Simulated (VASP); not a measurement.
Ag2O, 6 atoms in the cell. It takes space group Pn-3m (No. 224, cubic). Conventional cell: a = 4.718 Å, b = 4.718 Å, c = 4.718 Å, α = 90.00°, β = 90.00°, γ = 90.00°. Ag (site symmetry -3m) is surrounded by 2 O at 2.04 Å. Around O (site symmetry -43m) lie 4 Ag at 2.04 Å. 

* Program: VASP 6.6.1
* Task: relaxation of cell and atoms
* Functional: AM05
* Potentials or basis: VASP PAW PBE potentials, release 64 (Ag, O)
* Cutoff: 600 eV
* k mesh: 5 × 5 × 5
* Occupations: fermi-dirac, width 0.05 eV
* Spin: no spin polarisation
* Further INCAR settings: ALGO = Normal; EDIFF = 1e-07; IBRION = 2; EDIFFG = -0.01; NSW = 60; ISIF = 3

Potentials or basis: VASP PAW PBE potentials, release 64 (Ag, O).

The run is started by

```sh
$ cat potpaw_PBE.64/Ag/POTCAR potpaw_PBE.64/O/POTCAR > POTCAR
$ mpirun -np 1 vasp_std > vasp.out
```

Hardware: 1 thread of Intel(R) Xeon(R) Platinum 8488C (Sapphire Rapids), with other jobs on the host.

**Question.** Estimate the wall time of this run.

**Answer.** Run time: 58 s on 1 thread of Intel(R) Xeon(R) Platinum 8488C (Sapphire Rapids) (shared host), peak memory 0.24 GiB. Counts: scf iterations 16, k points 10, ion steps 1.
